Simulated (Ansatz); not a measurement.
## Levels of theory for BaF2 (fluorite)

What experiment reports for this phase, and the runs try to reproduce:
- infrared mode: 186 cm⁻¹ (infrared-active substrate phonon; 300 K; far-infrared reflectivity; Substrate feature seen in raw spectra through the overlying film; passing remark; “Interband absorption edge in topological insulators Bi2(Te1-xSex)3”, 2017, arxiv:1711.08177)

The calculated numbers come from the PAW code Ansatz. The values are computed, non-magnetic.

The cell is BaF2 built on the fluorite prototype; cell and atoms were relaxed with r2SCAN. Space group Fm-3m (No. 225), cubic; a = 6.194 Å in the conventional setting, 19.81 Å³ an atom. Around Ba lie 8 F at 2.68 Å; around F lie 4 Ba at 2.68 Å.

```cif
data_structure
_symmetry_space_group_name_H-M 'P 1'
_symmetry_Int_Tables_number 1
_cell_length_a 4.3801
_cell_length_b 4.3801
_cell_length_c 4.3801
_cell_angle_alpha 60.000
_cell_angle_beta 60.000
_cell_angle_gamma 60.000
_cell_volume 59.42
loop_
_atom_site_label
_atom_site_type_symbol
_atom_site_fract_x
_atom_site_fract_y
_atom_site_fract_z
_atom_site_occupancy
Ba1 Ba 0.00000 0.00000 0.00000 1
F1 F 0.25000 0.25000 0.25000 1
F2 F 0.75000 0.75000 0.75000 1
```

Band edges at fixed r2SCAN geometry:
```
                                    level  k mesh  gap (eV)      kind                  edges  least direct gap (eV)       rough cost
                                      LDA   8×8×8      6.46  indirect         K–Γ (0.39) → Γ                   6.57   4 core-seconds
                                      PBE   8×8×8      6.84  indirect         K–Γ (0.40) → Γ                   6.94   7 core-seconds
                                  PBE+SOC   8×8×8      6.83  indirect         K–Γ (0.39) → Γ                   6.90  30 core-seconds
                                   r2SCAN   8×8×8      7.41  indirect         K–Γ (0.39) → Γ                   7.52  12 core-seconds
                                    HSE06   6×6×6      8.76  indirect         K–Γ (0.39) → Γ                   8.88   7 core-minutes
                                HSE06+SOC   4×4×4      8.75  indirect         K–Γ (0.39) → Γ                   8.82   9 core-minutes
                                 DDH-PBE0   6×6×6     11.45  indirect         K–Γ (0.39) → Γ                  11.57   7 core-minutes
                                     PBE0   6×6×6      9.53  indirect         K–Γ (0.39) → Γ                   9.64   6 core-minutes
                             Hartree-Fock   6×6×6     17.65  indirect         K–Γ (0.39) → Γ                  17.84   7 core-minutes
G0W0@PBE (177 empty bands, 120 eV, 4×4×4)   4×4×4      9.47         –  K–Γ (0.33) → Γ (mesh)                      –  50 core-seconds
G0W0@PBE (440 empty bands, 220 eV, 4×4×4)   4×4×4      9.66         –  K–Γ (0.33) → Γ (mesh)                      –   6 core-minutes
```
PBE: smearing of 0.02 eV; the others have fixed occupations.
Wave cutoffs: 420 eV, 500 eV (r2SCAN).
Points off the special ones are mesh points or PBE's searched band edges, reused at the other levels. Set aside, since their points miss a band edge that the other levels read or their mesh is too coarse: LC-ωPBE.
The G0W0 gap is PBE's gap over the path plus the quasiparticle shift read on the mesh. G0W0 here is at a finite number of bands, screening cutoff and k mesh, not at the basis limit.
Costs come from shared machines and give only the order; PBE's includes the band path. The runs had 4 threads of Intel(R) Xeon(R) Processor @ 2.50GHz (Skylake/Cascade Lake), on a shared host.

With HSE06 the valence top lies at K–Γ (0.39 of the way from K) and the conduction bottom at Γ, 8.76 eV higher; the smallest vertical gap, at Γ, is 8.88 eV. Spin-orbit coupling changes the PBE gap by -0.01 eV, to 6.83 eV; at Γ the threefold valence level splits into a fourfold and a twofold level 0.13 eV apart, the fourfold one on top.

r2SCAN covers 30 % of the step from PBE to HSE06, while HSE06 needs about 30 times r2SCAN's cost (on a coarser mesh). Among these functionals the gap stays indirect.

On the PBEsol cell (a = 6.138 Å), with PBEsol: The zone-centre optical frequencies run from 180 to 241 cm⁻¹, none imaginary (the rest of the zone wasn't tested). With the long-range field the highest mode reaches 337 cm⁻¹. ε∞: 2.42 in all directions. With the ions relaxed, ε⁰ is 8.5 in all directions. Born charges, averaged over directions: Ba +2.62, F -1.31 e.

Comparison with experiment:
- Infrared mode at 186 cm⁻¹ (infrared-active substrate phonon): the nearest PBEsol mode at Γ lies at 180 cm⁻¹ (-3.1 %).
Reports marked as nanostructured, strained, doped, implanted or mixed samples, and transport gaps, were set aside. Modes are paired by degeneracy and infrared activity, where the label gives them, and frequency; they are harmonic.

Only the levels marked +SOC include spin-orbit coupling.

The meshes of the hybrids are coarse, so their gaps aren't converged to the digits shown.
